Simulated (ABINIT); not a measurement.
PtSe2 (Sudovikovite):

```xyz
3
Lattice="3.7240 0.0000 0.0000 -1.8620 3.2251 0.0000 0.0000 0.0000 5.0620" Properties=species:S:1:pos:R:3 pbc="T T T"
Pt    0.0000    0.0000    0.0000
Se    1.8620    1.0750    3.7965
Se    0.0000    2.1501    1.2655
```

Program: ABINIT 10.8.3 (patched build). Alike in all runs: no spin polarisation; cell as given; cutoff (eV) 544; smearing fermi-dirac 0.05 eV. Hardware: 1 thread of Arm Neoverse V1, with other jobs on the host.

Problem. Order these runs on this cell by their wall time, lowest first.
A. task band structure; level BLYP; potentials or basis JTH PAW PBE v2.0; k mesh 8 × 8 × 5; mesh quality not flagged
B. task single point; level LDA; potentials or basis JTH PAW LDA v2.0; k mesh 3 × 3 × 2; mesh quality coarse
C. task single point; level PBEsol; potentials or basis JTH PAW PBE v2.0; k mesh 3 × 3 × 2; mesh quality coarse

Solution. B (8.1 s), C (24 s), A (140 s).

Caveats: some runs use coarse meshes; the atomic spheres overlap.
